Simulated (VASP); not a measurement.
# PtS2 (P-3m1) in VASP: further runs

Aim: see how the results for PtS2 move with the level of theory and the settings. Levels: LDA, PBEsol, AM05, PBEsol0, PBE. Tasks: band structure, dielectric tensor, G0W0 quasiparticle levels.

Everything below comes from runs of VASP 6.6.1. Logs are shortened: lines on timing, memory, paths and dates and some standing lists are left out, and cuts for length are marked.

## 1. The crystal as given

It takes space group P-3m1 (No. 164, trigonal). Conventional cell: a = 3.543 Å, b = 3.543 Å, c = 5.039 Å, α = 90.00°, β = 90.00°, γ = 120.00°. Pt (site symmetry -3m) is surrounded by 6 S at 2.34 Å. Around S (site symmetry 3m) lie 3 Pt at 2.34 Å.

## 2. Band structure, LDA, spin-orbit coupling, no magnetisation

The input, POSCAR:

```
PtS2
1.0
    3.5432000000      0.0000000000      0.0000000000
   -1.7716000000      3.0685012107      0.0000000000
    0.0000000000      0.0000000000      5.0388000000
Pt S
1 2
Direct
    0.0000000000      0.0000000000      0.0000000000
    0.6666666667      0.3333333333      0.7730000000
    0.3333333333      0.6666666667      0.2270000000
```

The input, INCAR.step1:

```
SYSTEM = PtS2
PREC     = Accurate       ! precision mode
ENCUT    = 520            ! plane-wave cutoff, eV
EDIFF    = 1E-6           ! SCF threshold, eV
ISMEAR   = -1             ! smearing method
SIGMA    = 0.05           ! smearing width, eV
LREAL    = .False.        ! projectors in reciprocal space
LASPH    = .True.         ! aspherical terms in the spheres
NELM     = 60             ! most SCF steps
ALGO     = Normal         ! electronic algorithm
ISIF     = 2              ! what is computed and relaxed
LWAVE    = .False.        ! write WAVECAR
LCHARG   = .True.         ! write CHGCAR
MAGMOM   = 0 0 0 0 0 0 0 0 0 ! initial moments
LORBIT   = 11             ! projections on sites
LSORBIT  = .True.         ! spin-orbit coupling
GGA_COMPAT= .False.      
LMAXMIX  = 4              ! l up to which the mixer works
NBANDS   = 35             ! bands
```

The input, KPOINTS.step1:

```
Automatic mesh
0
Gamma
  7 7 4
  0 0 0
```

The input, INCAR.step2:

```
SYSTEM = PtS2
PREC     = Accurate       ! precision mode
ENCUT    = 520            ! plane-wave cutoff, eV
EDIFF    = 1E-6           ! SCF threshold, eV
ISMEAR   = 0              ! smearing method
SIGMA    = 0.05           ! smearing width, eV
LREAL    = .False.        ! projectors in reciprocal space
LASPH    = .True.         ! aspherical terms in the spheres
NELM     = 60             ! most SCF steps
ALGO     = Normal         ! electronic algorithm
ISIF     = 2              ! what is computed and relaxed
LWAVE    = .False.        ! write WAVECAR
LCHARG   = .False.        ! write CHGCAR
MAGMOM   = 0 0 0 0 0 0 0 0 0 ! initial moments
LORBIT   = 11             ! projections on sites
LSORBIT  = .True.         ! spin-orbit coupling
GGA_COMPAT= .False.      
LMAXMIX  = 4              ! l up to which the mixer works
NBANDS   = 35             ! bands
ICHARG   = 11             ! starting density
```

The input, KPOINTS.step2:

```
path GMKGALHA,LM,KH
15
line-mode
reciprocal
 0.0000000000  0.0000000000  0.0000000000  G
 0.5000000000  0.0000000000  0.0000000000  M

 0.5000000000  0.0000000000  0.0000000000  M
 0.3333333333  0.3333333333  0.0000000000  K

 0.3333333333  0.3333333333  0.0000000000  K
 0.0000000000  0.0000000000  0.0000000000  G

 0.0000000000  0.0000000000  0.0000000000  G
 0.0000000000  0.0000000000  0.5000000000  A

 0.0000000000  0.0000000000  0.5000000000  A
 0.5000000000  0.0000000000  0.5000000000  L

 0.5000000000  0.0000000000  0.5000000000  L
 0.3333333333  0.3333333333  0.5000000000  H

 0.3333333333  0.3333333333  0.5000000000  H
 0.0000000000  0.0000000000  0.5000000000  A

 0.5000000000  0.0000000000  0.5000000000  L
 0.5000000000  0.0000000000  0.0000000000  M

 0.3333333333  0.3333333333  0.0000000000  K
 0.3333333333  0.3333333333  0.5000000000  H
```

Potentials or basis: VASP PAW LDA potentials, release 64 (Pt, S).

Launch:

```sh
$ cat potpaw_LDA.64/Pt/POTCAR potpaw_LDA.64/S/POTCAR > POTCAR
$ cp INCAR.step1 INCAR
$ cp KPOINTS.step1 KPOINTS
$ mpirun -np 1 vasp_ncl > vasp.out
$ cp INCAR.step2 INCAR
$ cp KPOINTS.step2 KPOINTS
$ mpirun -np 1 vasp_ncl > vasp.out
```

OUTCAR:

```text
SYSTEM = PtS2
   PREC = Accurate
   ENCUT = 520
   EDIFF = 1E-6
   ISMEAR = 0
   LREAL = .False.
   LASPH = .True.
   NELM = 60
   ISIF = 2
   LORBIT = 11
   LSORBIT = .True.
   ICHARG = 11

 ion  position               nearest neighbor table
   1  0.000  0.000  0.000-   2 2.34   3 2.34   2 2.34   3 2.34   2 2.34   3 2.34
   2  0.667  0.333  0.773-   1 2.34   1 2.34   1 2.34
   3  0.333  0.667  0.227-   1 2.34   1 2.34   1 2.34

  LATTYP: Found a hexagonal cell.
 ALAT       =     3.5432000000
 C/A-ratio  =     1.4221043125

  Lattice vectors:

 A1 = (   3.5432000000,   0.0000000000,   0.0000000000)
 A2 = (  -1.7716000000,   3.0685012107,   0.0000000000)
 A3 = (   0.0000000000,   0.0000000000,   5.0388000000)

Analysis of symmetry for initial positions (statically):
=====================================================================
 Subroutine PRICEL returns:
 Original cell was already a primitive cell.

 Routine SETGRP: Setting up the symmetry group for a
 hexagonal supercell.

 Subroutine GETGRP returns: Found 12 space group operations
 (whereof 12 operations were pure point group operations)
 out of a pool of 24 trial point group operations.

The static configuration has the point symmetry D_3d.

Analysis of symmetry for dynamics (positions and initial velocities):
=====================================================================
 Subroutine PRICEL returns:
 Original cell was already a primitive cell.

 Routine SETGRP: Setting up the symmetry group for a
 hexagonal supercell.

 Subroutine GETGRP returns: Found 12 space group operations
 (whereof 12 operations were pure point group operations)
 out of a pool of 24 trial point group operations.

The dynamic configuration has the point symmetry D_3d.

Analysis of structural, dynamic, and magnetic symmetry:
=====================================================================
 Subroutine PRICEL returns:
 Original cell was already a primitive cell.

 Routine SETGRP: Setting up the symmetry group for a
 hexagonal supercell.

 Subroutine GETGRP returns: Found 12 space group operations
 (whereof 12 operations were pure point group operations)
 out of a pool of 24 trial point group operations.

The overall configuration has the point symmetry D_3d.

 Subroutine INISYM returns: Found 12 space group operations
 (whereof 12 operations are pure point group operations),
 and found     1 'primitive' translations

----------------------------------------------------------------------------------------

                                     Primitive cell

  volume of cell :      54.7834

  direct lattice vectors                    reciprocal lattice vectors
     3.543200000  0.000000000  0.000000000     0.282230752  0.162946001  0.000000000
    -1.771600000  3.068501211  0.000000000     0.000000000  0.325892001  0.000000000
     0.000000000  0.000000000  5.038800000     0.000000000  0.000000000  0.198459951

  length of vectors
     3.543200000  3.543200000  5.038800000     0.325892001  0.325892001  0.198459951

  position of ions in fractional coordinates (direct lattice)
     0.000000000  0.000000000  0.000000000
     0.666666667  0.333333333  0.773000000
     0.333333333  0.666666667  0.227000000

  ion indices of the primitive-cell ions
   primitive index   ion index
                 1           1
                 2           2
                 3           3

----------------------------------------------------------------------------------------

 KPOINTS: path GMKGALHA,LM,KH

Interpolating k-points between supplied coordinates.

 Line segments in fractional coordinates (reciprocal lattice):
    0.000000  0.000000  0.000000  ...  0.500000  0.000000  0.000000
    0.500000  0.000000  0.000000  ...  0.333333  0.333333  0.000000
    0.333333  0.333333  0.000000  ...  0.000000  0.000000  0.000000
    0.000000  0.000000  0.000000  ...  0.000000  0.000000  0.500000
    0.000000  0.000000  0.500000  ...  0.500000  0.000000  0.500000
    0.500000  0.000000  0.500000  ...  0.333333  0.333333  0.500000
    0.333333  0.333333  0.500000  ...  0.000000  0.000000  0.500000
[... 66 lines left out ...]
   EFERMI_NEDOS =   21; number of points for ismear=-14 and -15
   IALGO  =     38    algorithm
   IMIX   =      4    mixing-type and parameters
     AMIX     =   0.40;   BMIX     =  1.00
     AMIX_MAG =   1.60;   BMIX_MAG =  1.00
  volume/ion in A,a.u.               =      18.26       123.23
  Fermi-wavevector in a.u.,A,eV,Ry     =   1.207812  2.282434 19.848315  1.458810
  Thomas-Fermi vector in A             =   2.343439
   LORBIT       =     11    0 simple, 1 ext, 2 COOP (PROOUT), +10 PAW based schemes
   GGA     = CA    functional components
   LHFCALC =     F    Hartree Fock is set to
   AEXX    =    0.0000 exact exchange contribution
   IVDW    =     0    specifies the selected vdW correction
   LEPSILON=     F    determine dielectric tensor
   LRPA    =     F    only Hartree local field effects (RPA)
 Gauss-broadening in eV      SIGMA  =   0.05
  energy-cutoff  :      520.00
  volume of cell :       54.78
 maximum number of plane-waves:      3026
 NGX is ok and might be reduce to    28

 number of electron      22.0000001 magnetization       0.0000000     -0.0000000     -0.0000000

 Free energy of the ion-electron system (eV)
  ---------------------------------------------------
  ext. energy  EPLUGINS =         0.00000000
  ---------------------------------------------------
  free energy    TOTEN  =       -18.55088269 eV

  energy without entropy =      -18.55088269  energy(sigma->0) =      -18.55088269

 E-fermi :   6.8162     XC(G=0): -10.9024

 val. band max:        6.6032003201   @ k =   0.0714   0.0714   0.0000
 cond. band min:       7.5045215861   @ k =   0.3333   0.3333   0.0000
 fundamental gap:      0.9013212659
 Fermi energy:         6.8162370587

 k-point     1 :       0.0000    0.0000    0.0000
  band No.  band energies     occupation
      1      -8.9213      1.00000
      2      -8.9213      1.00000
      3      -5.6295      1.00000
      4      -5.6295      1.00000
      5      -0.7587      1.00000
      6      -0.7587      1.00000
[... 877 lines left out ...]
     33      16.3305      0.00000
     34      16.3556      0.00000

 [... further k-points ...]

 [bands above 34 left out]

------------------------ aborting loop because EDIFF is reached ----------------------------------------

  FORCE on cell =-STRESS in cart. coord.  units (eV):
  Direction    XX          YY          ZZ          XY          YZ          ZX
  --------------------------------------------------------------------------------------
  -------------------------------------------------------------------------------------
  Total        0.2221179      0.2221179      0.7570986      0.0000000      0.0000000     -0.0000000
  in kB        6.4959869      6.4959869     22.1418509      0.0000000      0.0000000     -0.0000000
  external PRESSURE =      11.7112749 kB  Pullay stress =       0.0000000 kB

 VOLUME and BASIS-vectors are now :
 -----------------------------------------------------------------------------
  energy-cutoff  :      520.00
  volume of cell :       54.78
      direct lattice vectors                 reciprocal lattice vectors
     3.543200000  0.000000000  0.000000000     0.282230752  0.162946001  0.000000000
    -1.771600000  3.068501211  0.000000000     0.000000000  0.325892001  0.000000000
     0.000000000  0.000000000  5.038800000     0.000000000  0.000000000  0.198459951

 POSITION                                       TOTAL-FORCE (eV/Angst)
 -----------------------------------------------------------------------------------
      0.00000      0.00000      0.00000         0.000000      0.000000      0.000000
      1.77160      1.02283      3.89499         0.000000     -0.000000     -0.311957
     -0.00000      2.04567      1.14381        -0.000000      0.000000      0.311957
 -----------------------------------------------------------------------------------
    total drift:                                0.000000     -0.000000     -0.000000

  FREE ENERGIE OF THE ION-ELECTRON SYSTEM (eV)
  ---------------------------------------------------
  free  energy   TOTEN  =       -18.5508826876 eV

  energy  without entropy=      -18.5508826876  energy(sigma->0) =      -18.55088269

 Spin-Orbit-Coupling matrix elements

 Ion:    1  E_soc:     -0.7426054
 l=   1
     0.0000000    -0.0358628    -0.0392104
    -0.0358628     0.0000000    -0.0358628
    -0.0392104    -0.0358628     0.0000000
 l=   2
     0.0000000    -0.0196626     0.0000000    -0.0196626    -0.0657624
    -0.0196626     0.0000000    -0.0464883    -0.0229771    -0.0196626
     0.0000000    -0.0464883     0.0000000    -0.0464883     0.0000000
    -0.0196626    -0.0229771    -0.0464883     0.0000000    -0.0196626
    -0.0657624    -0.0196626     0.0000000    -0.0196626     0.0000000
 l=   3
     0.0000000     0.0000000     0.0000000     0.0000000     0.0000000     0.0000000     0.0000000
     0.0000000     0.0000000     0.0000000     0.0000000     0.0000000     0.0000000     0.0000000
     0.0000000     0.0000000     0.0000000     0.0000000     0.0000000     0.0000000     0.0000000
     0.0000000     0.0000000     0.0000000     0.0000000     0.0000000     0.0000000     0.0000000
[... 29 lines left out ...]
 l=   2
     0.0000000     0.0000000     0.0000000     0.0000000     0.0000000
     0.0000000     0.0000000     0.0000000     0.0000000     0.0000000
     0.0000000     0.0000000     0.0000000     0.0000000     0.0000000
     0.0000000     0.0000000     0.0000000     0.0000000     0.0000000
     0.0000000     0.0000000     0.0000000     0.0000000     0.0000000
 l=   3
     0.0000000     0.0000000     0.0000000     0.0000000     0.0000000     0.0000000     0.0000000
     0.0000000     0.0000000     0.0000000     0.0000000     0.0000000     0.0000000     0.0000000
     0.0000000     0.0000000     0.0000000     0.0000000     0.0000000     0.0000000     0.0000000
     0.0000000     0.0000000     0.0000000     0.0000000     0.0000000     0.0000000     0.0000000
     0.0000000     0.0000000     0.0000000     0.0000000     0.0000000     0.0000000     0.0000000
     0.0000000     0.0000000     0.0000000     0.0000000     0.0000000     0.0000000     0.0000000
     0.0000000     0.0000000     0.0000000     0.0000000     0.0000000     0.0000000     0.0000000

 total charge

# of ion       s       p       d       tot
------------------------------------------
    1        0.734   0.848   8.015   9.597
    2        1.355   2.311   0.000   3.666
    3        1.355   2.311   0.000   3.666
--------------------------------------------------
tot          3.444   5.469   8.015  16.929

 magnetization (x)

# of ion       s       p       d       tot
------------------------------------------
    1       -0.000   0.000   0.000  -0.000
    2        0.000   0.000   0.000   0.000
    3        0.000   0.000   0.000   0.000
--------------------------------------------------
tot         -0.000   0.000   0.000  -0.000

 magnetization (y)

# of ion       s       p       d       tot
------------------------------------------
    1        0.000   0.000   0.000   0.000
    2        0.000   0.000   0.000   0.000
    3        0.000   0.000   0.000   0.000
--------------------------------------------------
tot          0.000   0.000   0.000   0.000

 magnetization (z)

# of ion       s       p       d       tot
------------------------------------------
    1        0.000   0.000  -0.000   0.000
    2        0.000   0.000   0.000   0.000
    3        0.000   0.000   0.000   0.000
--------------------------------------------------
tot          0.000   0.000  -0.000   0.000
```

Wall time 12 min (1 thread of Intel Xeon Platinum 8375C at 2.90GHz (Ice Lake), shared host); peak memory 0.48 GiB.

Caveat: the log is that of the step along the path at fixed density, whose energy, stress, charges and moments have no meaning.

## 3. Band structure, PBEsol

POSCAR is that of step 2.

The input, INCAR.step1:

```
PREC = Accurate
ENCUT = 520
EDIFF = 1E-6
ISMEAR = -1
SIGMA = 0.05
LREAL = F
LASPH = T
NELM = 80
ALGO = Fast
ISIF = 2
LWAVE = F
LCHARG = T
LMAXMIX = 4
GGA = PS
```

The input, KPOINTS.step1:

```
regular mesh
0
Gamma
  9 9 5
```

The input, INCAR.step2:

```
PREC = Accurate
ENCUT = 520
EDIFF = 1E-6
ISMEAR = 0
SIGMA = 0.05
LREAL = F
LASPH = T
NELM = 80
ALGO = Fast
ISIF = 2
LWAVE = F
LCHARG = F
LMAXMIX = 4
GGA = PS
ICHARG = 11
```

Changes to KPOINTS.step2 since step 2:

```diff
@@ -1,3 +1,3 @@
 path GMKGALHA,LM,KH
-15
+20
 line-mode
```

Potentials or basis: VASP PAW PBE potentials, release 64 (Pt, S).

Launch:

```sh
$ cat potpaw_PBE.64/Pt/POTCAR potpaw_PBE.64/S/POTCAR > POTCAR
$ cp INCAR.step1 INCAR
$ cp KPOINTS.step1 KPOINTS
$ mpirun -np 1 vasp_std > vasp.out
$ cp INCAR.step2 INCAR
$ cp KPOINTS.step2 KPOINTS
$ mpirun -np 1 vasp_std > vasp.out
```

It took 3.1 min on 1 thread of Intel Xeon Platinum 8375C at 2.90GHz (Ice Lake), shared host; peak memory 0.27 GiB.

It converged, with:

```
Band gap on the k mesh  : 0.96 eV, indirect (least direct gap 1.00 eV)
Band gap along the path : 0.97 eV, indirect (least direct gap 1.50 eV)
```

Levels at the corners of the path, in eV from the valence-band top:
| point | band 9 | band 10 | band 11 | band 12 | band 13 | band 14 |
| --- | --- | --- | --- | --- | --- | --- |
| Γ | -1.12 | -1.12 | -0.10 | 2.47 | 2.47 | 4.68 |
| M | -3.22 | -3.02 | -2.35 | 1.77 | 2.86 | 5.47 |
| M | -3.22 | -3.02 | -2.35 | 1.77 | 2.86 | 5.47 |
| K | -2.70 | -1.48 | -1.48 | 1.01 | 1.01 | 5.63 |
| K | -2.70 | -1.48 | -1.48 | 1.01 | 1.01 | 5.63 |
| Γ | -1.12 | -1.12 | -0.10 | 2.47 | 2.47 | 4.68 |
| Γ | -1.12 | -1.12 | -0.10 | 2.47 | 2.47 | 4.68 |
| A | -1.31 | -1.31 | -0.90 | 2.95 | 2.95 | 5.37 |
| A | -1.31 | -1.31 | -0.90 | 2.95 | 2.95 | 5.37 |
| L | -3.10 | -2.73 | -1.36 | 2.09 | 2.37 | 5.32 |
| L | -3.10 | -2.73 | -1.36 | 2.09 | 2.37 | 5.32 |
| H | -3.54 | -1.87 | -1.87 | 2.23 | 2.23 | 7.25 |
| H | -3.54 | -1.87 | -1.87 | 2.23 | 2.23 | 7.25 |
| A | -1.31 | -1.31 | -0.90 | 2.95 | 2.95 | 5.37 |
| L | -3.10 | -2.73 | -1.36 | 2.09 | 2.37 | 5.32 |
| M | -3.22 | -3.02 | -2.35 | 1.77 | 2.86 | 5.47 |
| K | -2.70 | -1.48 | -1.48 | 1.01 | 1.01 | 5.63 |
| H | -3.54 | -1.87 | -1.87 | 2.23 | 2.23 | 7.26 |

Caveat: the log is that of the step along the path at fixed density, whose energy, stress, charges and moments have no meaning; the PAW data sets were made with another functional, which shifts forces and pressure a little; spin-orbit coupling is left out, which moves the levels of the heavy elements. As with any semilocal functional, this PBEsol gap is likely too small.

(Continued in part 2 of 3.)
